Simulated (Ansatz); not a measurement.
# Hf₂Si under pressure: fit and missing row

Hf₂Si, I4/mcm, a = 6.560 Å, c = 5.168 Å. The structure is a Materials Project entry; whether it is the stable form wasn't checked. Ansatz: r2SCAN, PAW, 500 eV, Γ-centred 10×10×10 mesh on 6 atoms, Gaussian smearing 0.10 eV; no spin polarisation. Cell and atoms are relaxed at each pressure, and no other structure is tried, so the rows at high pressure may lie past a change of phase.

```tsv
V (Å³/atom)	P (GPa)
17.257	11.99
18.057	4.00
18.406	0.99
18.530	-0.01
?	-1.00
```

Take V0 = 18.530 Å³/atom, count pressures from its P0 = -0.01 GPa, fit the third-order Birch–Murnaghan form to the other rows, and predict the missing volume.

With the Eulerian strain f = ½[(V0/V)^(2/3) − 1] and y = (P − P0)/[3f(1 + 2f)^(5/2)], the form is the line y = B0 + 1.5 B0 (B0′ − 4) f. Rows (f, y): 0.02430, 146.2; 0.00869, 147.3; 0.00224, 147.2. Means f = 0.01174, y = 146.90; Σ(Δf)² = 0.0002573, ΣΔfΔy = -0.01286; the slope is their ratio. y = 147.5 − 49.99 f GPa, so B0 = 147.5 GPa and B0′ = 4 + 2 × (-49.99)/(3 × 147.5) = 3.77. P = -1.00 GPa is met at f = -0.00226 (y = 147.61), so V = V0 (1 + 2f)^(−3/2) = 18.656 Å³/atom. The run gave 18.657 Å³/atom, so the fit is 0.001 Å³/atom too low, a small miss on the scale of the series.

Spin–orbit coupling is left out, which can shift energies with elements as heavy as these.